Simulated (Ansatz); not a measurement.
**C (P6_3/mmc): point defect (vacancy) in a supercell**

What does a point defect do in C (P6_3/mmc)? Wanted for C (P6_3/mmc): a point defect (vacancy) in a supercell.

A COD entry behind a cell of this session may itself be a prediction, so a difference from it is no test against experiment.

Program: Ansatz 0.2.0 through its Python package. Level of theory: DFT PBE, plane waves, norm-conserving potentials. These are calculated values, not measurements.

## 1. The system

It takes space group P6_3/mmc (No. 194, hexagonal). Conventional cell: a = 2.522 Å, b = 2.522 Å, c = 4.119 Å, α = 90.00°, β = 90.00°, γ = 120.00°. C (site symmetry 3m) is surrounded by 4 C at 1.54 Å.

No structure file is read: the coordinates are typed or built in the script.

## 2. The code

defect.py reads:

```python
import warnings

import ansatz
import numpy as np

warnings.simplefilter('ignore', ansatz.DeckWarning)

structure = (
    ansatz.Lattice.of((2.5221, 0.0, 0.0), (-1.26105, 2.184203, 0.0), (0.0, 0.0, 4.1186))
    .atom('C', (1 / 3, 2 / 3, 0.0625))
    .atom('C', (2 / 3, 1 / 3, 0.5625))
    .atom('C', (1 / 3, 2 / 3, 0.4375))
    .atom('C', (2 / 3, 1 / 3, 0.9375))
)
host = structure.supercell(2, 2, 1)
defective = host.vacancy('C', at=(2 / 3, 1 / 3, 0.5625))

def prepare(structure):
    return (
        structure.calculation()
        .eigensolver('davidson')
        .kpoints(4, 4, 4, center='gamma')
        .scf(lower_state_search='light', algorithm='density_mixing')
        .occupations('cold', width=0.3)
        .pseudopotentials('nc')
        .functional('pbe')
        .band_table()
    )


perfect = prepare(host).run(threads=1).report
model = prepare(defective).forces()
done = model.run(threads=1)
rep = done.report

n_host, n_defect = len(perfect['lattice']['sites']), len(rep['lattice']['sites'])
print(f'perfect cell: {n_host} atoms, F = {perfect["free_energy_ev"]:.4f} eV')
print(f'defect cell:  {n_defect} atoms, F = {rep["free_energy_ev"]:.4f} eV')
print(f'vacancy formation energy {rep["free_energy_ev"] - perfect["free_energy_ev"] * n_defect / n_host:.3f} eV')

for site in done.lattice.sites:
    print(f'{site.symbol:2s}', ' '.join(f'{v:8.4f}' for v in site.position_ang))

for label, run in (('perfect', perfect), ('defect', rep)):
    levels, filled = np.array(run['eigenvalues_ev'][0]), np.array(run['occupations'][0])
    top = int(np.argmin(np.abs(levels - run['fermi_energy_ev'])))
    window = slice(max(top - 3, 0), top + 4)
    print(label, 'levels near E_F at the first k-point:', ', '.join(f'{e - run["fermi_energy_ev"]:.2f} ({f:.2f})' for e, f in zip(levels[window], filled[window])))
```

## 3. The calls as engine input

The package turns the script's settings into the engine's input (first run):

```yaml
crystal:
  lattice:
    - [2.5221, 0.0, 0.0]
    - [-1.26105, 2.184203, 0.0]
    - [0.0, 0.0, 4.1186]
  atoms:
    - { symbol: C, position: [0.3333333333333333, 0.6666666666666666, 0.0625] }
    - { symbol: C, position: [0.6666666666666666, 0.3333333333333333, 0.5625] }
    - { symbol: C, position: [0.3333333333333333, 0.6666666666666666, 0.4375] }
    - { symbol: C, position: [0.6666666666666666, 0.3333333333333333, 0.9375] }
  supercell: [2, 2, 1]
kpoints:
  mp_grid:
    grid: [4, 4, 4]
    shift: [0.0, 0.0, 0.0]
hamiltonian:
  xc: pbe
  pseudopotentials:
    kind: nc
scf:
  algorithm: density_mixing
  lower_state_search: light
  occupations:
    method: cold
    width: 0.3
  eigensolver:
    kind: davidson
output:
  eigenvalues: true
```

## 4. The run

Launch:

```console
python defect.py
```

Output:

```text
perfect cell: 16 atoms, F = -2622.0834 eV
defect cell:  15 atoms, F = -2451.8021 eV
vacancy formation energy 6.401 eV
C    0.0000   1.4561   0.2574
C    0.0000   1.4561   1.8019
C    1.2611   0.7281   3.8612
C   -1.2611   3.6403   0.2574
C    0.0000   2.9123   2.3167
C   -1.2611   3.6403   1.8019
C    0.0000   2.9123   3.8612
C    2.5221   1.4561   0.2574
C    3.7832   0.7281   2.3167
C    2.5221   1.4561   1.8019
C    3.7832   0.7281   3.8612
C    1.2611   3.6403   0.2574
C    2.5221   2.9123   2.3167
C    1.2611   3.6403   1.8019
C    2.5221   2.9123   3.8612
perfect levels near E_F at the first k-point: -5.14 (2.00), -2.52 (2.00), -2.06 (2.00), -2.06 (2.00), 2.16 (0.00), 2.16 (0.00), 2.16 (0.00)
defect levels near E_F at the first k-point: -3.55 (2.00), -1.83 (2.00), -1.83 (2.00), 0.63 (0.00), 1.99 (0.00), 1.99 (0.00), 4.03 (0.00)
```

Wall time 37 s (1 thread of Arm Neoverse V1, shared host); peak memory 0.54 GiB.

## 5. Inputs of later runs

The engine's inputs for the other runs:

Run 2, against run 1:

```diff
@@ -11,0 +12,2 @@
+  defects:
+    - { vacancy: 1 }
@@ -28,0 +31 @@
+  forces: true
```

## 6. What the script built

Run 2 starts from these 15 atoms:

```xyz
15
Lattice="5.044 0.000 0.000 -2.522 4.368 0.000 0.000 0.000 4.119" Properties=species:S:1:pos:R:3 pbc="T T T"
C     0.000    1.456    0.257
C     0.000    1.456    1.802
C     1.261    0.728    3.861
C    -1.261    3.640    0.257
C     0.000    2.912    2.317
C    -1.261    3.640    1.802
C     0.000    2.912    3.861
C     2.522    1.456    0.257
C     3.783    0.728    2.317
C     2.522    1.456    1.802
C     3.783    0.728    3.861
C     1.261    3.640    0.257
C     2.522    2.912    2.317
C     1.261    3.640    1.802
C     2.522    2.912    3.861
```

## 7. The runs side by side

The 2 runs, in the order started:

```tsv
run	system	space group	energy from run 1 (meV/atom)	gap on the mesh (eV)	SCF cycles	CPU time (s)
1	C (16 atoms)	P6_3/mmc	0.00	3.74	8	11
2	C (15 atoms)	P3m1	426.74	0.00	10	25
```

Energies are free energies F = E - TS of the smeared occupations. 

## 8. What came out

| quantity | value |
| --- | --- |
| runs compared | 2 |
| formation energy of the defect | 6.40 eV |

What this shows: Against the same number of bulk atoms the defect costs 6.40 eV in this small cell. Reading the output:
- The computed bands are complete only to about 4.2 eV above the Fermi level.
- The atoms stand at ideal sites; relaxing them can change energy and levels by an eV or more.
- Each cell's levels count from its own Fermi level and aren't aligned; one k-point can hide that the defect cell is metallic.
- The supercell is small, so the defect meets its images and the energies aren't those of an isolated defect; a partly filled defect level may also lower its energy by spin or distortion. For a charged cell the difference holds no correction, alignment or term for the electrons' reservoir.
